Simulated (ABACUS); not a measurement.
Set up this calculation in ABACUS 3.10.1, as the native input.

```
Task                                          : band structure
Functional                                    : LDA-PW92
Potentials or basis                           : PseudoDojo NC SR 0.4.1 LDA standard
Cutoff                                        : 1102 eV
Density cutoff                                : 4408 eV
Basis                                         : plane waves
Occupations                                   : fermi-dirac, width 0.05 eV
Spin                                          : no spin polarisation
Radial cutoff of the potentials (pseudo_rcut) : 7 bohr
Threshold of the eigensolver                  : 1e-07 Ry
Density                                       : read from an earlier self-consistent run
Path                                          : G-H-N-G-P-H, P-N
Points for each segment of the path           : 10
SCF threshold on the density                  : 1e-08
Max SCF steps                                 : 100
Eigensolver                                   : dav
Mixing                                        : broyden
Mixing share                                  : 0.7
Symmetry key                                  : -1
```

The system is Mo.

```
Mo
1.0
    -1.58381    1.58381    1.58381
     1.58381   -1.58381    1.58381
     1.58381    1.58381   -1.58381
Mo
1
Direct
  0.00000 0.00000 0.00000
```

The input as run:

INPUT

```
INPUT_PARAMETERS
suffix              Mo
calculation         nscf
basis_type          pw
pseudo_dir          ./
symmetry            -1
dft_functional      LDA_X+LDA_C_PW
ecutwfc             81.0
pseudo_rcut         7
nspin               1
nbands              17
ks_solver           dav
smearing_method     fd
smearing_sigma      0.00367493
scf_thr             1e-08
scf_nmax            100
mixing_type         broyden
mixing_beta         0.7
init_chg            file
pw_diag_thr         1e-07
out_band            1
kpar                4
```

STRU

```
ATOMIC_SPECIES
Mo 95.9500 Mo.upf

LATTICE_CONSTANT
1.8897261246

LATTICE_VECTORS
-1.5838089719 1.5838089719 1.5838089719
1.5838089719 -1.5838089719 1.5838089719
1.5838089719 1.5838089719 -1.5838089719

ATOMIC_POSITIONS
Direct

Mo
0.0
1
0.0000000000 0.0000000000 0.0000000000 1 1 1
```

KPT

```
K_POINTS
8
Line
0.00000000 0.00000000 0.00000000 10 // G
0.50000000 -0.50000000 0.50000000 10 // H
0.00000000 0.00000000 0.50000000 10 // N
0.00000000 0.00000000 0.00000000 10 // G
0.25000000 0.25000000 0.25000000 10 // P
0.50000000 -0.50000000 0.50000000 1 // H
0.25000000 0.25000000 0.25000000 10 // P
0.00000000 0.00000000 0.50000000 1 // N
```

Potentials or basis: PseudoDojo NC SR 0.4.1 LDA standard, plane waves.

The run is started by

```bash
$ OMP_NUM_THREADS=1 mpirun -np 4 abacus > log
```

It took 2.5 s on 4 MPI ranks on Intel(R) Xeon(R) 6975P-C (Granite Rapids), on a shared host, peak memory 0.36 GiB a rank.
